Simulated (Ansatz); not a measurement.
A strain series on MgS (rocksalt): uniaxial along x, other directions held

MgS in the rocksalt structure, relaxed with r2SCAN in the plane-wave code Ansatz, then strained (uniaxial along x, other directions held; changes of length per length, axes as in the cell below) with the atoms relaxed again within the symmetry that is left. The symmetry is Fm-3m (No. 225, cubic); conventional cell a = 5.203 Å, 17.61 Å³ an atom. Around Mg lie 6 S at 2.60 Å; around S lie 6 Mg at 2.60 Å. The values are computed, spin-unpolarised, and not measurements.

```xyz
2
Lattice="0.0000 2.6015 2.6015 2.6015 0.0000 2.6015 2.6015 2.6015 0.0000" Properties=species:S:1:pos:R:3 pbc="T T T"
Mg    0.0000    0.0000    0.0000
S     2.6015    2.6015    2.6015
```

Gaps are the least over each mesh (PBE 8×8×8, r2SCAN 8×8×8, HSE06 6×6×6 when unstrained) and the special points, which keep their unstrained names; stress is the change from the unstrained cell, compression positive.

| strain (%) | gap, PBE (eV) | gap, r2SCAN (eV) | gap, HSE06 (eV) | edges, HSE06 | stress along the strain, r2SCAN (GPa) | energy rise, r2SCAN (meV/atom) |
| --- | --- | --- | --- | --- | --- | --- |
| -0.35 | 2.781 | 3.452 | 3.794 | Γ → X | +0.54 | 0.1 |
| 0.0 | 2.790 | 3.463 | 3.804 | Γ → X | 0.00 | 0.0 |
| +0.35 | 2.767 | 3.439 | 3.778 | Γ → X | -0.52 | 0.1 |
| +1.85 | 2.672 | 3.343 | 3.672 | Γ → X | -2.50 | 2.6 |
| +2.02 | 2.662 | 3.332 | 3.661 | Γ → X | -2.71 | 3.1 |

Between zero and the nearest strains the slope of the HSE06 gap against strain is +0.029 eV per percent for negative and -0.075 for positive strain; it falls either way, as happens when edge states split or other valleys take over.

The meshes of the hybrids are coarse, so their gaps aren't converged to the digits shown.
